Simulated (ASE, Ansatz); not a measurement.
# Localised basis functions on P6_3/mmc (COD entry) MoS2, displaced supercell (54 atoms), part 2 of 2

Aim: test how closely localised support functions follow the reference on P6_3/mmc (COD entry) MoS2, displaced supercell (54 atoms), and at what cost. A setting counts as converged where the r.m.s. difference of forces stays under 1 % of the r.m.s. force.

Ansatz 0.2.0; Kohn-Sham DFT, PBE, PAW (set soft_2), plane waves.

The cell: 18 Mo and 36 S. The main run has no spin polarisation.

So far. Step 4 (Support functions medium): Forces differ from the reference by 0.88 meV/Å r.m.s., 0.080 % of their size, well within a tolerance of 1 %; the energy by -0.68 meV/atom. It took 2.1 min and 12 cycles; the reference's time can't be set against it, since the two runs asked for unlike analyses.

The database entry behind the starting cell differs from later determinations by our own check (about 0.3 % long), so it need not match the best structure at ambient conditions.

## (6) Support functions medium, spacing 0.37 Å (grid laid 0.342 Å)

Level of this step: Kohn-Sham DFT, PBE, PAW (set soft_2), localised support functions (medium) (Ansatz).

The grid spacing sets how fine a wave the support functions can hold. The typed value is an upper bound: the grid laid has 30×30×36 points, 0.342 Å apart at most.

input.yaml

```yaml
crystal:
  lattice:
    - [9.507, 0.0, 0.0]
    - [-4.7535, 8.2333, 0.0]
    - [0.0, 0.0, 12.324]
  atoms:
    [... the 54 atom lines of step 2 ...]
kpoints:
  mp_grid: { grid: [2, 2, 1] }
hamiltonian:
  xc: pbe
scf:
  occupations: { method: gaussian, width: 0.05 }
  eigensolver: { kind: { support_functions: { accuracy: medium, spacing: 0.37 } } }
  max_iter: 150
output:
  forces: true
  eigenvalues: true
```

On the command line:

```bash
ansatz run input.yaml --threads 4 --pin off --max-ram 8192MiB --backend cpu --events-out ev --progress --plain --runs-dir out
```

Numbers of over 12 decimals in the logs are rounded to 6 here.

Output:

```text
[...]
Crystal: 54 atoms, lattice volume = 964.649 Å³
Basis set: ecut = 420 eV, 18809 PW (Γ), exchange–correlation on 128×128×180 points (8 copies of the dense FFT grid, shifted against one another)
Bands: 281, of which v1, the nominal top of the filled ones, is band 234 counted from 1 (233 counted from 0)
Symmetry: 1 space group operations
k-points: 4
[...]
SCF iter   1: F=—  HF=-121707.624656 eV  |F-HF|=—  |Δ(HF+E_count)|=         —  Δρ=5.49e-2  dr2=2.95e1  ethr=1.00e-1
[...]
SCF iter  11: F=-121726.373552 eV  HF=-121726.373553 eV  |F-HF|=5.32e-7  |Δ(HF+E_count)|=   1.90e-7  Δρ=5.06e-6  dr2=6.92e-7  ethr=5.09e-10
SCF 1 converged in 11 iterations: F = -121726.458188 eV  dr2 = 6.92e-7
[...]
SCF converged after 11 iterations
[...]
Free energy (F): -121726.458188 eV
[...]
Internal energy: -121726.458188 eV  (E = F + TS)
E sigma→0 (E₀):  -121726.458188 eV
Fermi energy:    11.346000 eV
[...]
--- Forces (eV/Å), atoms counted from 1 ---
  atom   1  Mo    -1.04864064     1.71401593    -0.19759100
  atom   2  Mo     1.97064995     0.69015025     2.12180081
  atom   3  S     -1.09430953     1.18140720    -1.67214073
  atom   4  S      0.58397071     0.71214442    -1.77683610
  atom   5  S     -0.32402489    -1.00801133     1.26150047
  atom   6  S      0.52682131    -0.41233921     0.36860387
  atom   7  Mo    -1.01641963    -0.35363075    -0.18588189
  atom   8  Mo     0.77781505     0.49904396     0.47253291
  atom   9  S     -0.51598109    -1.08399892     0.15955114
  atom  10  S     -0.00419084    -0.58271662     0.68214366
  atom  11  S     -2.02427934    -1.91892966     1.63123331
  atom  12  S     -0.23916703    -1.29143516    -0.31638129
  atom  13  Mo    -1.88190920    -1.43610347     2.79889434
  atom  14  Mo     0.37897610     2.14039651    -1.24919919
[...]
atom  53  S     -0.32105299     1.16395161    -0.04027797
  atom  54  S      0.95419107     0.34771065     0.34863224
  max |Σ_I F_I| component: 1.67e-1 eV/Å
--- Band table (eV) ---
[...]
```

The job ended after 66 s (4 threads of Arm Neoverse V2, shared host; peak memory 1.7 GiB; 4.1 min of CPU time).

Forces differ from the reference by 22 meV/Å r.m.s., 1.9 % of their size, over a tolerance of 1 %; the energy by -4.9 meV/atom. The setting is coarser than the default on purpose.

## (7) Support functions medium, spacing 0.321 Å (grid laid 0.317 Å)

The grid spacing sets how fine a wave the support functions can hold. The typed value is an upper bound: the grid laid has 30×30×48 points, 0.317 Å apart at most.

input.yaml, the sections that differ from step 6:

```yaml
scf:
  occupations: { method: gaussian, width: 0.05 }
  eigensolver: { kind: { support_functions: { accuracy: medium, spacing: 0.321 } } }
  max_iter: 150
# crystal, kpoints, hamiltonian, output: as in step 6
```

Output:

```text
[...]
Crystal: 54 atoms, lattice volume = 964.649 Å³
Basis set: ecut = 420 eV, 18809 PW (Γ), exchange–correlation on 128×128×180 points (8 copies of the dense FFT grid, shifted against one another)
Bands: 281, of which v1, the nominal top of the filled ones, is band 234 counted from 1 (233 counted from 0)
Symmetry: 1 space group operations
k-points: 4
[...]
SCF iter   1: F=—  HF=-121709.998687 eV  |F-HF|=—  |Δ(HF+E_count)|=         —  Δρ=5.48e-2  dr2=2.97e1  ethr=1.00e-1
[...]
SCF iter  11: F=-121725.956098 eV  HF=-121725.956099 eV  |F-HF|=6.72e-7  |Δ(HF+E_count)|=   2.08e-7  Δρ=5.26e-6  dr2=8.47e-7  ethr=5.55e-10
SCF 1 converged in 11 iterations: F = -121726.036592 eV  dr2 = 8.47e-7
[...]
SCF converged after 11 iterations
[...]
Free energy (F): -121726.036592 eV
[...]
Internal energy: -121726.036592 eV  (E = F + TS)
E sigma→0 (E₀):  -121726.036592 eV
Fermi energy:    11.342299 eV
[...]
--- Forces (eV/Å), atoms counted from 1 ---
  atom   1  Mo    -1.04801825     1.71639824    -0.13858871
  atom   2  Mo     1.97602693     0.68659939     2.22334288
  atom   3  S     -1.09876970     1.18682428    -1.67006919
  atom   4  S      0.58668851     0.71287986    -1.78201809
  atom   5  S     -0.32519947    -1.01176960     1.25126777
  atom   6  S      0.52670810    -0.41376981     0.36073916
  atom   7  Mo    -1.01285022    -0.35296206    -0.22253753
  atom   8  Mo     0.77678330     0.49916309     0.53312029
  atom   9  S     -0.51618154    -1.08832742     0.15975632
  atom  10  S     -0.00432784    -0.58535667     0.68337101
  atom  11  S     -2.03403808    -1.92255975     1.64036760
  atom  12  S     -0.24060380    -1.29261194    -0.31440777
  atom  13  Mo    -1.88145586    -1.43455422     2.89565530
  atom  14  Mo     0.37813864     2.14258894    -1.28161685
[...]
atom  53  S     -0.32248868     1.16529878    -0.04375398
  atom  54  S      0.95574937     0.35055765     0.34449293
  max |Σ_I F_I| component: 1.45e-1 eV/Å
--- Band table (eV) ---
[...]
```

The job ended after 67 s (4 threads; peak memory 1.7 GiB).

Forces differ from the reference by 5.7 meV/Å r.m.s., 0.52 % of their size, within a tolerance of 1 %; the energy by +2.9 meV/atom. The setting is coarser than the default on purpose.

## (8) Support functions medium, spacing 0.284 Å (grid laid 0.264 Å)

The grid spacing sets how fine a wave the support functions can hold. The typed value is an upper bound: the grid laid has 36×36×48 points, 0.264 Å apart at most.

input.yaml, the sections that differ from step 7:

```yaml
scf:
  occupations: { method: gaussian, width: 0.05 }
  eigensolver: { kind: { support_functions: { accuracy: medium, spacing: 0.284 } } }
  max_iter: 150
# crystal, kpoints, hamiltonian, output: as in step 7
```

Output:

```text
[...]
Crystal: 54 atoms, lattice volume = 964.649 Å³
Basis set: ecut = 420 eV, 18809 PW (Γ), exchange–correlation on 128×128×180 points (8 copies of the dense FFT grid, shifted against one another)
Bands: 281, of which v1, the nominal top of the filled ones, is band 234 counted from 1 (233 counted from 0)
Symmetry: 1 space group operations
k-points: 4
[...]
SCF iter   1: F=—  HF=-121712.227823 eV  |F-HF|=—  |Δ(HF+E_count)|=         —  Δρ=5.43e-2  dr2=3.00e1  ethr=1.00e-1
[...]
SCF iter  11: F=—  HF=-121726.192219 eV  |F-HF|=—  |Δ(HF+E_count)|=   5.01e-7  Δρ=5.05e-6  dr2=1.17e-6  ethr=7.02e-10  κ⁻¹=7.1e-7(r=7)
SCF iter  12: F=-121726.192219 eV  HF=-121726.192219 eV  |F-HF|=4.17e-7  |Δ(HF+E_count)|=   1.91e-7  Δρ=4.50e-6  dr2=5.80e-7  ethr=2.51e-10
SCF 1 converged in 12 iterations: F = -121726.265443 eV  dr2 = 5.80e-7
[...]
SCF converged after 12 iterations
[...]
Free energy (F): -121726.265443 eV
[...]
Internal energy: -121726.265443 eV  (E = F + TS)
E sigma→0 (E₀):  -121726.265443 eV
Fermi energy:    11.338299 eV
[...]
Σ components = -121726.265443   (vs F -121726.265443, Δ=0.00e0)
--- Forces (eV/Å), atoms counted from 1 ---
  atom   1  Mo    -1.03472977     1.70933361    -0.13846138
  atom   2  Mo     1.96506072     0.69375487     2.22198448
  atom   3  S     -1.10134911     1.19066989    -1.67227939
  atom   4  S      0.59000141     0.71388618    -1.78485659
[...]
atom  54  S      0.95503239     0.35219392     0.34931290
  max |Σ_I F_I| component: 1.31e-2 eV/Å
--- Band table (eV) ---
[...]
```

The job ended after 80 s (4 threads; peak memory 1.9 GiB; 5 min of CPU time).

Keys that differ from the reference: support_functions.accuracy = "medium", support_functions.spacing = 0.284 and scf.max_iter = 150.

Forces differ from the reference by 1.4 meV/Å r.m.s., 0.13 % of their size, well within a tolerance of 1 %; the energy by -1.4 meV/atom. It took 80 s and 12 cycles; the reference's time can't be set against it, since the two runs asked for unlike analyses.

## (9) The ladder side by side

Differences are against the plane-wave reference (Kohn-Sham DFT, PBE, PAW (set soft_2), plane waves), whose r.m.s. force component is 1.11 eV/Å. Energies are set beside the reference only for runs with its functional, potentials and electron count. Times are for 4 threads of Arm Neoverse V2, shared host. The reference's time includes the DOS, the stress and grids, which some other runs skip.

```csv
run,"Δ force, r.m.s. (meV/Å)",share of r.m.s. force (%),Δ energy (meV/atom),Δ gap (eV),cycles,time,host memory (GiB)
reference,-,-,-,-,11,48 s,4.8
support functions low,0.899,0.0811,-0.683,-6.0e-4,10,1.9 min,2.7
support functions medium,0.884,0.0797,-0.682,-6.0e-4,12,2.1 min,2.7
"support functions medium, spacing 0.444 Å (grid laid 0.411 Å)",114,10.3,58.7,0.0095,11,63 s,1.6
"support functions medium, spacing 0.37 Å (grid laid 0.342 Å)",21.6,1.95,-4.94,-0.0016,11,66 s,1.7
"support functions medium, spacing 0.321 Å (grid laid 0.317 Å)",5.73,0.517,2.86,0.0044,11,67 s,1.7
"support functions medium, spacing 0.284 Å (grid laid 0.264 Å)",1.41,0.128,-1.37,-7.0e-4,12,80 s,1.9
```

## (10) The reference in detail

With the settings judged, the reference run is read for its physics.

Length of the force by element:

```csv
element,coordination,atoms,mean length of the force (eV/Å),spread,least,most
Mo,all,18,2.34,1.11,0.677,5.00
S,all,36,1.30,0.695,0.225,3.25
```

Löwdin charges by element (they lack the spilled electrons, 0.068 e an atom on average):

```csv
element,coordination,atoms,mean charge (e),spread,least,most
Mo,all,18,0.312,0.0158,0.284,0.338
S,all,36,-0.0549,0.0271,-0.118,0.0056
```

States in the cell by windows of 1 eV, zero at the Fermi level; the larger projections on atomic orbitals stand beside the total:

```csv
from (eV),to (eV),total,S p,Mo d,S s
-18,-16,0.0,0.0,0.0,0.0
-16,-15,3.1,0.1,0.0,1.8
-15,-14,14.1,0.6,0.5,9.8
-14,-13,51.4,1.3,6.6,41.7
-13,-12,3.3,0.0,0.6,2.7
-12,-8,0.0,0.0,0.0,0.0
-8,-7,2.5,1.6,0.6,0.1
-7,-6,39.5,24.6,12.3,0.8
-6,-5,35.3,22.6,9.6,1.6
-5,-4,52.4,31.2,17.1,2.3
-4,-3,44.0,27.0,14.9,0.9
-3,-2,41.5,28.7,10.8,1.0
-2,-1,35.7,14.3,19.7,0.5
-1,0,1.3,0.4,0.8,0.0
0,1,16.3,4.8,10.5,0.2
1,2,68.4,22.8,41.0,1.3
```

The stored curve holds about 324 of the 468 electrons; the rest, give or take the few that broadening carries across the Fermi level, lie in deeper levels below its range.

The levels nearest the highest filled one (over half full), pooled over k-points and spins:

```csv
level less the highest filled one (eV),occupation
-0.717,2
-0.709,2
-0.695,2
-0.627,2
-0.607,2
0,2
0.785,0
0.790,0
0.804,0
0.806,0
0.853,0
0.856,0
```

Electrostatic potential energy in the ac plane at fractional y = 0.099, with atoms of Mo and S within 0.2 Å of it. With pseudopotentials it is smooth inside the atoms' cores, unlike the true potential.

Ten even steps from '_' (-45 eV) to '@' (15 eV), each cell a mean:
```
@@@@@@@@@@@@@@@@@@@@@@@@@@@@@@@@@@@@@@@@@@@@@@@@@@@@@@
@@@@@@@@@@@@@@@@@@@@@@@@@@@@@@@@@@@@@@@@@@@@@@@@@@@@@@
@@%%%%@@@@@@@@@@@@%%%%%%@@@@@@@@@@@@%%%%%%@@@@@@@@@@@@
%%%%%%@@@@%%%%%%@@%%%%%%%%%%####%%%%%%%%%%@@%%%%%%%%%%
%%@@@@%%++----++##@@@@%%##==....--**%%@@@@%%++::::--##
%%@@%%++________++%%@@%%**..______==%%@@%%**..______==
%%@@%%++________++%%@@%%##::____..++%%@@%%##::______==
%%%%%%%%++----++%%@@@@@@%%##****##%%@@@@@@%%##++++**%%
%%%%%%%%%%%%%%@@@@%%%%%%@@@@@@@@@@@@@@%%@@@@@@@@@@@@@@
%%%%%%@@@@@@@@@@@@@@%%%%@@@@@@@@@@@@@@%%@@@@@@@@@@@@@@
@@@@@@@@@@@@@@@@@@@@@@@@@@@@@@@@@@@@@@@@@@@@@@@@@@@@@@
@@@@@@@@@@@@@@@@@@@@@@@@@@@@@@@@@@@@@@@@@@@@@@@@@@@@@@
@@@@@@@@@@@@@@@@@@@@@@@@@@@@@@@@@@@@@@@@@@@@@@@@@@@@@@
@@@@@@@@%%**++##%%@@@@@@@@##++==**%%@@@@@@@@%%****%%@@
@@@@@@%%==------**@@@@@@%%==--==--**@@@@@@##==----==##
@@@@@@%%==------**@@@@@@%%++------**%%@@@@##--------##
%%%%%%%%##****##%%%%%%%%%%%%##**##%%%%%%%%%%##++++##%%
######%%%%@@@@%%%%######%%@@@@@@%%%%##****%%%%%%@@@@%%
%%####%%%%%%%%%%%%######%%%%%%%%%%%%######%%%%@@@@@@%%
%%%%%%%%**++++**%%%%%%%%%%**====**%%%%%%%%%%##++++**%%
@@@@@@##--------##@@@@@@##--------##@@@@@@%%==------**
@@@@@@##==----==##@@@@@@%%==----==%%@@@@@@%%==------**
@@@@@@@@%%**##%%@@@@@@@@@@%%####%%@@@@@@@@@@%%##**##@@
@@@@@@@@@@@@@@@@@@@@@@@@@@@@@@@@@@@@@@@@@@@@@@@@@@@@@@
```
Columns run along a (9.5 Å; values clipped at the 3rd and 97th percentile), rows up along c (12.3 Å). Atoms in or near the plane, at fractional coordinates: Mo at (0.22, 0.74), S at (0.22, 0.12), S at (0.23, 0.37), Mo at (0.56, 0.76), S at (0.55, 0.13), S at (0.56, 0.38), Mo at (0.89, 0.75), S at (0.90, 0.12), S at (0.89, 0.36).

Valence density in the ac plane at fractional y = 0.099, with atoms of Mo and S within 0.2 Å of it. It is the smooth field of the valence electrons, not physical close to the nuclei.

Values in e/Å³, 13 rows by 16 columns, each cell a mean:
```
0.1 0.1 0.1 0.0 0.1 0.1 0.1 0.1 0.0 0.1 0.1 0.1 0.1 0.1 0.0 0.1
0.3 0.3 0.2 0.2 0.2 0.3 0.4 0.3 0.2 0.2 0.3 0.4 0.3 0.2 0.2 0.2
0.3 0.3 1.2 2.9 1.5 0.4 0.3 0.8 3.2 3.2 0.7 0.3 0.4 2.0 3.4 1.3
0.3 0.4 2.5 5.6 3.2 0.4 0.2 0.9 4.1 4.0 0.8 0.2 0.4 3.2 5.0 2.0
0.5 0.5 0.4 0.6 0.4 0.4 0.4 0.3 0.3 0.3 0.3 0.4 0.3 0.3 0.4 0.3
0.2 0.2 0.1 0.1 0.1 0.2 0.2 0.2 0.1 0.1 0.1 0.2 0.2 0.1 0.1 0.1
0.0 0.0 0.1 0.1 0.1 0.0 0.0 0.1 0.1 0.2 0.1 0.0 0.0 0.1 0.1 0.1
0.1 0.1 0.6 0.9 0.8 0.2 0.1 0.4 0.9 0.9 0.5 0.1 0.2 0.7 0.9 0.5
0.3 0.3 0.8 0.8 0.9 0.4 0.2 0.5 0.9 0.9 0.7 0.3 0.5 1.0 0.8 0.8
0.4 0.5 0.4 0.4 0.4 0.4 0.5 0.3 0.3 0.4 0.4 0.6 0.5 0.4 0.4 0.3
0.3 0.4 0.7 0.8 0.7 0.4 0.3 0.6 0.8 0.8 0.5 0.3 0.4 0.7 0.8 0.6
0.2 0.3 0.9 0.8 0.9 0.3 0.2 0.7 0.8 0.9 0.5 0.1 0.3 0.9 0.8 0.9
0.1 0.1 0.2 0.4 0.3 0.1 0.0 0.1 0.3 0.3 0.1 0.0 0.1 0.3 0.4 0.2
```
Columns run along a (9.5 Å), rows up along c (12.3 Å). Atoms in or near the plane, at fractional coordinates: Mo at (0.22, 0.74), S at (0.22, 0.12), S at (0.23, 0.37), Mo at (0.56, 0.76), S at (0.55, 0.13), S at (0.56, 0.38), Mo at (0.89, 0.75), S at (0.90, 0.12), S at (0.89, 0.36).

Mean Löwdin charges: Mo +0.31, S -0.05 e (they miss 0.78 % of the electrons, so they add up to more than the cell's charge). Charges this small depend on the projection, at times even in sign. The largest share in the top eV of filled states is Mo d (63 % of the projected weight), and in the lowest eV of empty states Mo d (66 % of the projected weight).

## (11) Structure statistics

Bonds and neighbours are counted at the geometry of the runs.

Density 4.96 g/cm³, 17.86 Å³ an atom.

g(r), total and by pair (bins of 0.1 Å):

```csv
r (Å),total,S-S,S-Mo,Mo-Mo
2.15,0.00,0.00,0.00,0.00
2.25,1.03,0.00,2.31,0.00
2.35,3.99,0.00,8.98,0.00
2.45,4.30,0.00,9.68,0.00
2.55,0.58,0.00,1.30,0.00
2.65,0.00,0.00,0.00,0.00
2.75,0.00,0.00,0.00,0.00
2.85,0.00,0.00,0.00,0.00
2.95,0.06,0.13,0.00,0.00
3.05,1.86,3.29,0.00,3.54
3.15,4.56,7.27,0.00,12.00
3.25,2.81,3.84,0.00,9.97
3.35,0.19,0.43,0.00,0.00
3.45,0.39,0.89,0.00,0.00
3.55,1.33,3.00,0.00,0.00
3.65,0.48,1.07,0.00,0.00
3.75,0.11,0.09,0.17,0.00
3.85,0.46,0.00,1.03,0.00
3.95,1.82,0.00,4.09,0.00
4.05,1.13,0.00,2.53,0.00
4.15,0.12,0.00,0.28,0.00
4.25,0.12,0.26,0.00,0.00
4.35,0.69,1.56,0.00,0.00
4.45,1.49,3.35,0.00,0.00
4.55,1.04,1.38,0.97,0.00
4.65,0.61,0.44,0.93,0.00
4.75,0.74,1.57,0.10,0.00
4.85,0.32,0.71,0.00,0.00
4.95,0.49,0.05,1.06,0.00
5.05,2.12,0.00,4.78,0.00
5.15,1.66,0.00,3.72,0.00
5.25,0.17,0.04,0.34,0.00
5.35,0.18,0.29,0.00,0.49
5.45,1.77,2.15,0.67,4.61
5.55,2.79,1.66,3.84,3.09
5.65,2.25,1.63,3.35,0.30
5.75,0.97,1.86,0.32,0.00
5.85,0.22,0.48,0.00,0.00
5.95,0.01,0.03,0.00,0.00
6.05,0.00,0.00,0.00,0.00
6.15,0.18,0.41,0.00,0.00
6.25,1.18,2.09,0.00,2.29
6.35,2.39,4.09,0.00,5.17
6.45,1.57,2.51,0.00,4.11
```

Bonds by pair of elements; cutoffs follow the first minimum of g(r), held within bounds set by covalent radii, and pairs that aren't listed don't count as bonded:

```csv
pair A-B,cutoff (Å),bonds,mean length (Å),spread (Å),shortest (Å),B about A,A about B
S-Mo,2.88,108,2.40,0.07,2.20,3,6
```

How many atoms have how many bonded neighbours:

```csv
element,mean,3,6
Mo,6,0,18
S,3,36,0
```

Rings of the network by King's shortest-path rule, up to 12 atoms, one path for each pair of neighbours; H, halogens, alkali and alkaline-earth atoms are left out, and the last column divides by all other atoms, bonded or not:

```csv
ring size (atoms),rings,per network atom
4,54,1
6,126,2.33
```

First main peaks of g(r), for some of the pairs, lie near 3.16 Å (S-S), 2.40 Å (S-Mo) and 3.17 Å (Mo-Mo). By these cutoffs all Mo atoms have 6 and all S atoms have 3 bonded neighbours. Rings of 6 atoms are the most common (70 % of those counted); sizes run from 4 to 6.

The surroundings of Mo25, which bears the longest force, nearest first, numbered as they follow in the input and with coordinates relative to it.

```csv
atom,x,y,z,distance (Å),bonds,Löwdin charge (e),Fx,Fy,Fz (eV/Å)
Mo25,0.00,0.00,0.00,0.00,6,0.29,0.46,3.22,-3.79
S11,-1.49,-0.74,1.45,2.20,3,-0.02,-2.03,-1.92,1.65
S29,1.54,-0.81,1.48,2.29,3,-0.06,1.22,-0.96,0.56
S28,1.55,-0.83,-1.60,2.38,3,-0.07,0.66,0.10,-0.35
S35,-0.09,1.92,1.42,2.39,3,-0.02,1.55,-0.53,1.43
S10,-1.56,-0.78,-1.70,2.44,3,-0.07,0.00,-0.59,0.68
S34,-0.08,1.87,-1.70,2.53,3,-0.08,1.14,-0.37,0.42
Mo1,-1.53,-2.68,-0.15,3.09,6,0.29,-1.04,1.71,-0.14
Mo19,1.56,-2.69,-0.15,3.12,6,0.29,1.30,0.64,1.18
Mo7,-3.12,0.08,-0.08,3.12,6,0.33,-1.00,-0.36,-0.22
Mo49,1.54,2.79,-0.10,3.19,6,0.33,1.09,0.24,-0.78
Mo43,3.21,0.10,-0.04,3.21,6,0.33,-1.19,-0.85,-1.89
Mo31,-1.50,2.85,-0.11,3.23,6,0.28,-3.14,-2.16,-0.58
```

The column of bonds counts only the pairs S-Mo within 2.88 Å; other neighbours, such as metal atoms beside each other in a compound, aren't counted, and periodic images can show an atom twice.

## (12) Summary of results

```
free energy per atom                             : -2254.1887 eV/atom
density                                          : 4.96 g/cm³
pressure                                         : 4.608 GPa
r.m.s. force component                           : 1.108 eV/Å
gap (highest filled to lowest empty level) : 0.785 eV
wall time of the 7 DFT runs                      : 9.5 min
```

In words: Against plane waves at 420 eV, the forces differ by 0.88 meV/Å (0.080 %) with support functions medium. At 54 atoms the fastest of the runs at a preset level, support functions low, takes roughly 2.4 times the time of plane waves (whose run also made extra analyses, so the like-for-like ratio is larger), in 10 SCF cycles against 11. Differences between support functions and plane waves include what basis error the plane-wave run still has. As the typed spacing goes from 0.284 to 0.444 Å, the force difference goes from 1.4 to 114 meV/Å, and the time from 80 s to 63 s.

Between filled and empty levels lie 0.785 eV on the run's k-points; the mesh holds the band edges only if they fold onto it, so the gap at this level can be narrower or closed, while semilocal functionals tend to narrow gaps against experiment. Counting bonds as in the table, all Mo atoms have 6 and all S atoms have 3 bonded neighbours.

Caveats: The geometry starts from published positions, was displaced at random and isn't relaxed at this level: its force components are 1.1 eV/Å r.m.s. The pressure of 4.6 GPa belongs to a cell and atoms that aren't relaxed at this level.

[Logs are printed without paths, hosts, clocks, repeated set-up lines and the standing remarks that a program may print on its own settings, such as how far it seeks lower states.]

[Hosts, paths, dates, database ids (printed as entryN), source tags and the programs' standing remarks are cut or masked in the printed files.]
